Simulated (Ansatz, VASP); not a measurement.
This is a calculation of Ga3Se for Ansatz 0.2.0.

The input input.yaml:

```yaml
crystal:
  lattice:
    - [4.432465, 0.0, 0.0]
    - [0.0, 4.432465, 0.0]
    - [0.0, 0.0, 4.432465]
  atoms:
    - { symbol: Se, position: [0.0, 0.0, 0.0] }
    - { symbol: Ga, position: [0.5, 0.5, 0.0] }
    - { symbol: Ga, position: [0.5, 0.0, 0.5] }
    - { symbol: Ga, position: [0.0, 0.5, 0.5] }
hamiltonian:
  xc: lda
  pseudopotentials: { kind: paw }
kpoints:
  mp_grid: { grid: [6, 6, 6] }
scf:
  occupations: { method: fermi_dirac, width: 0.05 }
output:
  forces: true
  stress: true
  eigenvalues: true
```

Potentials or basis: Ansatz PAW.

Command:

```sh
$ ansatz run input.yaml --threads 2 --pin off --max-ram 5632MiB --backend cpu --events-out ev --progress --plain --runs-dir out
```

Set up the same calculation for VASP 6.6.1. Potentials there: VASP PAW LDA potentials, release 64 (Se, Ga_d).

As run (the cutoff follows the program's own potentials):

File INCAR:

```
ALGO = Normal ; EDIFF = 1E-6
ENCUT = 520 ; ISIF = 2
ISMEAR = -1 ; LASPH = True
LCHARG = False ; LREAL = False
LWAVE = False ; NBANDS = 30
NELM = 100 ; PREC = Accurate
SIGMA = 0.05
```

File KPOINTS:

```
k-points
0
Gamma
  6 6 6
```

File POSCAR:

```
Ga3Se
1.0
    4.4324650000      0.0000000000      0.0000000000
    0.0000000000      4.4324650000      0.0000000000
    0.0000000000      0.0000000000      4.4324650000
Se Ga
1 3
Direct
    0.0000000000      0.0000000000      0.0000000000
    0.5000000000      0.5000000000      0.0000000000
    0.5000000000      0.0000000000      0.5000000000
    0.0000000000      0.5000000000      0.5000000000
```

Potentials or basis: VASP PAW LDA potentials, release 64 (Se, Ga_d).

Run with:

```console
$ cat potpaw_LDA.64/Se/POTCAR potpaw_LDA.64/Ga_d/POTCAR > POTCAR
$ mpirun -np 1 vasp_std > vasp.out
```

Both were run:

|  | VASP | Ansatz | Ansatz less VASP |
| --- | --- | --- | --- |
| gap on the k mesh at the Fermi level (eV) | none | none | - |
| pressure (GPa) | -4.8 | -4.9 | -0.10 |

A gap of «none» marks a metal or a gap that the smearing closes. The two sets of potentials don't hold the same shells in valence.

Caveats: the PAW data sets come from PBE, with cores solved anew for the run's functional, which leaves a small shift of forces and pressure (Ansatz).
